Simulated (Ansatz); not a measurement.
**InP: a tetragonal deformation path**

One table from this session's results is given with a row withheld; the runs are named, their logs left out.

The COD entry's cell or inner coordinates are ideal or old and differ from later refinements, so a difference from it is no clean test against experiment.

Method: DFT r2SCAN, scalar-relativistic, plane waves, PAW, in Ansatz 0.2.0.

## Starting point

The structure is cubic, space group F-43m (No. 216). Conventional cell: a = 5.861 Å, b = 5.861 Å, c = 5.861 Å, α = 90.00°, β = 90.00°, γ = 90.00°. Around In (site symmetry -43m) lie 4 P at 2.54 Å. P (site symmetry -43m) is surrounded by 4 In at 2.54 Å.

Structure file:

```cif
data_structure
_symmetry_space_group_name_H-M 'P 1'
_symmetry_Int_Tables_number 1
_cell_length_a 4.1444
_cell_length_b 4.1444
_cell_length_c 4.1444
_cell_angle_alpha 60.000
_cell_angle_beta 60.000
_cell_angle_gamma 60.000
_cell_volume 50.33
loop_
_atom_site_label
_atom_site_type_symbol
_atom_site_fract_x
_atom_site_fract_y
_atom_site_fract_z
_atom_site_occupancy
In1 In 0.00000 0.00000 0.00000 1
P1 P 0.75000 0.75000 0.75000 1
```

The cell is taken as given, not relaxed at this level.

## Zero of energy

The reference gives a free energy of -6371.7332 eV, pressure 1.69 GPa, largest force 0.000 eV/Å and gap on the mesh 1.16 eV. It was computed beforehand with the settings of the runs below.

The first run:

At fixed volume and fractional coordinates, lengths along (0.000, 0.000, 1.000) are scaled against those across it; ρ is that ratio over its starting value.

Input file input.yaml:

```yaml
crystal:
  lattice:
    - [0.0, 3.289540627, 2.3257052233]
    - [3.289540627, 0.0, 2.3257052233]
    - [3.289540627, 3.289540627, 0.0]
  atoms:
    - { symbol: In, position: [0.0, 0.0, 0.0] }
    - { symbol: P, position: [0.75, 0.75, 0.75] }
basis:
  ecutwfc: 500
kpoints:
  mp_grid: { grid: [10, 10, 10] }
hamiltonian:
  xc: r2scan
scf:
  occupations: { method: gaussian, width: 0.05 }
output:
  forces: true
  stress: true
  eigenvalues: true
  write_density: true
  write_potential: true
  elf: true
  volumetric_format: npy
```

Run with:

```console
ansatz run input.yaml --threads 1 --pin off --max-ram 2560MiB --backend cpu --events-out ev --progress --plain --runs-dir out
```

Steps of the session up to this table: ρ = 0.707; Point ρ = 1.414; Point ρ = 0.850; ρ = 1.200; Point ρ = 0.780; At ρ = 1.300; Point ρ = 0.920; At ρ = 1.100; At ρ = 0.650; At ρ = 1.500; ρ = 0.960; Point ρ = 1.050.

One of the session's tables, all rows but one given; the rest of the session is left out.

Collected from the runs (energy zero: the undisturbed cell):

```
    ρ  ΔE (meV/atom)  pressure (GPa)  gap on the mesh (eV)
0.650          254.1            -3.0                  0.00
0.707          176.3            -1.5                  0.00
0.780          100.4             0.0                  0.34
0.850           48.0             0.9                  0.67
0.920           14.1             1.5                  0.90
0.960              ?               ?                     ?
1.000            0.0             1.7                  1.16
1.050            5.8             1.6                  1.07
1.100           23.8             1.5                  0.93
1.200           97.2             0.9                  0.53
1.300          220.3             0.4                  0.00
1.414          408.3            -0.1                  0.00
1.500          556.6            -0.5                  0.00
```

Q: Estimate the row for ρ = 0.960 from the others.

Worked estimate for «ΔE (meV/atom)». A straight line through the neighbours (0.920, 14.1) and (1.000, 0.0) gives 14.1 + (0.0 − 14.1) × (0.960 − 0.920) / (1.000 − 0.920) = 7.1; a parabola fitted to 4 rows on both sides gives 3.7.

**Answer.** ΔE (meV/atom): 3.6; pressure (GPa): 1.6; gap on the mesh (eV): 1.03. In «ΔE (meV/atom)» the line misses by +3.5 and the parabola by +0.1.

Where the gap reads zero, the mesh chosen for the insulator is on the coarse side.
